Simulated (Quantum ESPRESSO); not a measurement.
CuAu under changes of volume

One of the cells (14.556 Å³/atom); the others are scaled copies at fixed shape and fractional positions:

```xyz
2
Lattice="2.8107 0.0000 0.0000 0.0000 2.8107 0.0000 0.0000 0.0000 3.6850" Properties=species:S:1:pos:R:3 pbc="T T T"
Au    0.0000    0.0000    0.0000
Cu    1.4054    1.4054    1.8425
```

```yaml
Program: Quantum ESPRESSO 7.5
Functional: PBEsol
Potentials_or_basis: GBRV 1.5 PBEsol
Cutoff: 762 eV
Density_cutoff: 6095 eV
k_mesh: 9 × 9 × 7
Occupations: fermi-dirac, width 0.05 eV
Spin: no spin polarisation
```

```csv
volume (Å³/atom),energy over the lowest point (meV/atom),pressure (GPa)
13.683,11.14,7.0
13.974,1.95,2.8
14.265,0.00,-1.0
14.556,4.39,-4.2
14.847,14.32,-7.0
15.139,29.09,-9.5
15.430,?,?
```

Question: What does the run at 15.430 Å³/atom give?

Answer: Energy over the lowest point 48.09 meV/atom; pressure -11.6 GPa.

Worked out: A Birch-Murnaghan fit of order 3 (a polynomial in V^(-2/3)) to the other rows has its minimum at 14.20 Å³/atom with B0 = V·E''(V) = 175 GPa and B' = 5.7 at fixed shape and positions, which overstates the stiffness. It gives 48.01 meV/atom at 15.430 Å³/atom, against the run's 48.09, and -dE/dV = -11.5 GPa, against -11.6.

Energies are extrapolated to zero smearing.
